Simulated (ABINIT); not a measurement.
Runs of ABINIT 10.8.3 (patched build) on ZnS (Wurtzite-2H). The structure is hexagonal, space group P6_3mc (No. 186). Conventional cell: a = 3.811 Å, b = 3.811 Å, c = 6.234 Å, α = 90.00°, β = 90.00°, γ = 120.00°. Zn (site symmetry 3m) is surrounded by 4 S at 2.31 to 2.40 Å. Around S (site symmetry 3m) lie 4 Zn at 2.31 to 2.40 Å. 

```tsv
task	level	potentials or basis	k mesh	cutoff (eV)	fine-grid cutoff	mesh quality	gap on the mesh (eV)	largest force (eV/Å)
single point	PBE	JTH PAW PBE v2.0	3 × 3 × 2	544	1088.46 eV	coarse	2.22	0.37
single point	r2SCAN	JTH PAW PBE v2.0	3 × 3 × 2	653	1251.72 eV	coarse	2.78	0.37
band structure	LDA-Teter	JTH PAW LDA v2.0	8 × 8 × 5	544	1088.46 eV	not flagged	1.97	0.29
single point	PBEsol	JTH PAW PBE v2.0	5 × 5 × 3	544	1088.46 eV	not flagged	2.09	(a)
single point	LDA	JTH PAW LDA v2.0	5 × 5 × 3	544	1088.46 eV	not flagged	1.97	0.29
```

Alike in all rows: no spin polarisation; cell as given; smearing fermi-dirac 0.05 eV.

Q: Estimate the missing entries.

A: (a) 0.31.

Caveats: some runs use coarse meshes; the PAW data sets were made with another functional, which shifts forces and pressure a little (some runs).

